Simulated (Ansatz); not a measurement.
## Co (fcc)

Method: r²SCAN, scalar-relativistic; collinear spin; PAW, 500 eV, Γ-centred 20×20×20 mesh, 0.05 eV Gaussian smearing; code Ansatz. The datasets are Ansatz's generated set soft_2.

```
CELL_PARAMETERS angstrom
0.00000 1.75624 1.75624
1.75624 0.00000 1.75624
1.75624 1.75624 0.00000
ATOMIC_POSITIONS crystal
Co 0.00000 0.00000 0.00000
```

At room temperature and ambient pressure Co is hcp.

Magnetic state: ferromagnetic, site spin moments Co 1.95 μB.

The cell is relaxed to zero pressure at this level.

Path: Γ–X–U | K–Γ–L–W–X, with Γ = (0.000, 0.000, 0.000), X = (0.500, 0.000, 0.500), U = (0.625, 0.250, 0.625), K = (0.375, 0.375, 0.750), L = (0.500, 0.500, 0.500), W = (0.500, 0.250, 0.750) in reciprocal vectors of the calculation's cell.

Question: Is it a metal or an insulator, and if it has a gap, where are the band edges on this path?

Answer: A metal: bands cross the Fermi level.

Bands as a text map, energy in eV from the Fermi level (dashes), each leg drawn with the same width, + spin up, o spin down, # both:
```
  5.57 |             o+++              +++  o     o     
  5.14 |                                          +     
  4.71 |            o+                             o    
  4.29 |            +                      o+      +    
  3.86 |           o     o                          o   
  3.43 |          o+                                +   
  3.00 |          +                       o+         o  
  2.57 |         #        o                          +  
  2.14 |       +#        +               o            #+
  1.71 |     ooooooo       o              +         oooo
  1.29 |   oo       oo               ooooooo      oo    
  0.86 |ooo   #oooooooooo   ooooooooo       oooooooooooo
  0.43 |  o  o   o      oo oo            +   o       o  
  0.00 |---ooo----o------o#-----------------o-----------
 -0.43 |    o      o      o             +  o        o   
 -0.86 |   o        o      oo         ++ oo        o    
 -1.29 | oo  ++++++++o     ooo   ooooooooo   +++++++++++
 -1.71 |oo   +   ++  +##+ o+ ooooo    +++###+     o  +  
 -2.14 |  o  +++++++    o#  o     oo##    o o    o  ++++
 -2.57 |  +#+       ++++ o#o+      +     + o oooo ++    
 -3.00 |++ +#        +++#  ++++++++       + #####++     
 -3.43 |++++ o       ooo#++++++++++++     ++o    #o     
 -3.86 | ++   oooooooo   # +++   +++++++++ o+   +  ooooo
 -4.29 |   +  ooooo       ++             +#  ++++    ooo
 -4.71 |    +           ++               o ++    +      
 -5.14 |     #     +++++  #           ooo  +++    ++    
 -5.57 |      +++++   +++            o    +   ++++  ++++
 -6.00 |           +++               +++++        +++   
        Γ      X      UK       Γ       L       W       X
```

The run wasn't fully tested for a lower electronic state. Site moments are of spin, integrated over atomic spheres.
